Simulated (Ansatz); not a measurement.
From three elastic constants to directional properties of ZnSe

These are results of DFT LDA, scalar-relativistic, plane waves, PAW in Ansatz, not measurements. Settings: 420 eV plane-wave cutoff, Γ-centred 6×6×6 mesh, fixed occupations. No spin polarisation.

The cell is fixed (symmetry leaves no force on the atoms) and stands under 0.2 GPa:
Space group F-43m (No. 216). a = 5.563 Å, b = 5.563 Å, c = 5.563 Å, α = 90.00°, β = 90.00°, γ = 90.00°
```
atom site symmetry x y z
  Zn    4a      -43m  0.0000  0.0000  0.0000
  Se    4d      -43m  0.2500  0.2500  0.7500
```

The cell is the ideal cubic zincblende prototype.

With ions relaxed, on the cubic axes: C11 = 98.5, C12 = 59.7, C44 = 43.1 GPa. The density is 5.569 g/cm³.

Task: Is the crystal stable against strain, and how anisotropic is it?

Result: Born's conditions hold: C11 + 2C12 = 217.9, C11 − C12 = 38.9 and C44 = 43.1 GPa are all positive. B = (C11 + 2C12)/3 = 72.6 GPa. The two shear moduli are C44 and C′ = (C11 − C12)/2 = 19.4 GPa, so Zener's ratio is A = C44/C′ = 2.22: the tetragonal shear C′ is the soft one, as in many fcc and bcc metals and zincblende crystals. The Cauchy pressure C12 − C44 is 16.6 GPa; it would vanish for pair forces between atoms on inversion centres at zero pressure, and a positive value is usual with metallic or many-body binding, and where atoms off inversion centres relax under shear, which lowers C44.

Task: Give the sound speeds along the three symmetry directions.

Result: The Christoffel equation gives ρv² for each branch:
| direction | branch | ρv² | GPa | v (m/s) |
| --- | --- | --- | --- | --- |
| [100] | L | C11 | 98.5 | 4207 |
| [100] | T (×2) | C44 | 43.1 | 2783 |
| [110] | L | (C11 + C12 + 2C44)/2 | 122.2 | 4685 |
| [110] | T, u ∥ [001] | C44 | 43.1 | 2783 |
| [110] | T, u ∥ [1-10] | (C11 − C12)/2 | 19.4 | 1868 |
| [111] | L | (C11 + 2C12 + 4C44)/3 | 130.1 | 4834 |
| [111] | T (×2) | (C11 − C12 + C44)/3 | 27.3 | 2215 |

In a piezoelectric crystal some branches stiffen further, which is left out.

Task: How does Young's modulus depend on direction?

Result: Inverting gives S11 = 18.681, S12 = -7.046, S44 = 23.191 TPa⁻¹. Along a unit vector (l, m, n), 1/E = S11 − 2(S11 − S12 − S44/2)(l²m² + m²n² + n²l²), where the last bracket is 0, 1/4 and 1/3 for [100], [110] and [111]: E = 54, 86 and 108 GPa. With A > 1 the body diagonal is stiffest. For a film on (001), the biaxial modulus is C11 + C12 − 2C12²/C11 = 86 GPa and the normal strain is −2C12/C11 = -1.21 times the in-plane one.

Cost: 2 runs of about 0.8 core-minutes in all, on Intel Xeon 6975P-C (Granite Rapids) (shared hosts).

The elastic anisotropy follows from the tetrahedral bond network. A tetragonal shear leaves every Zn–Se bond length unchanged to first order and only bends the bond angles, so C′ = 19.4 GPa measures the angular stiffness of the sp³ framework. That stiffness is weak in II–VI compounds, where polar bonding makes the forces less directional than in the group IV semiconductors. The shear behind C44 also stretches bonds, and remains the stiffer one even after the sublattices shift to relieve part of the strain. Young's modulus peaks along [111] for the same reason, since one bond in four lies along that axis and is loaded directly.

The positive Cauchy pressure is therefore no sign of metallic character in this semiconductor. The bulk modulus of 72.6 GPa lies above the measured values for ZnSe and the lattice constant below them, probably because LDA overbinds. Born's conditions cover only homogeneous strain, so stability against phonons of finite wavevector or against other polymorphs remains open.
